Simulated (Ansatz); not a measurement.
## ZnS (Wurtzite-4H): equation of state with PBEsol

ZnS (Wurtzite-4H):

```
Zn S
1.0
     3.82270    0.00000    0.00000
    -1.91135    3.31056    0.00000
     0.00000    0.00000   12.52000
Zn S
4 4
Direct
  0.66667 0.33333 0.75000
  0.33333 0.66667 0.25000
  0.00000 0.00000 0.50000
  0.00000 0.00000 0.00000
  0.66667 0.33333 0.93750
  0.33333 0.66667 0.43750
  0.00000 0.00000 0.68750
  0.00000 0.00000 0.18750
```

| Property | Result |
| --- | --- |
| Program | Ansatz 0.2.0 |
| Task | equation of state |
| Functional | PBEsol |
| Potentials or basis | all-electron LAPW, scalar-relativistic |
| Basis error allowed | 0.001 eV/atom |
| k mesh | 8 × 8 × 3 |
| Occupations | fermi-dirac, width 0.05 eV |
| Spin | no spin polarisation |

The equilibrium volume is 19.22 Å³/atom and the bulk modulus at fixed shape and positions is 79 GPa. The pressure derivative of the bulk modulus is 4.5.

Energy against volume, from the lowest point:
```csv
volume (Å³/atom),energy (meV/atom)
18.617,4.41
19.013,0.08
19.409,0.00
19.805,3.72
20.202,10.84
20.598,21.00
20.994,33.87
```

All runs of the series together: 4.5 min on 4 threads of Intel(R) Xeon(R) Platinum 8259CL CPU @ 2.50GHz (Skylake/Cascade Lake), on a shared host.

Caveat: the cell was scaled at fixed shape and fractional positions, which overstates the stiffness of a crystal with free parameters, most of all of layers and chains.
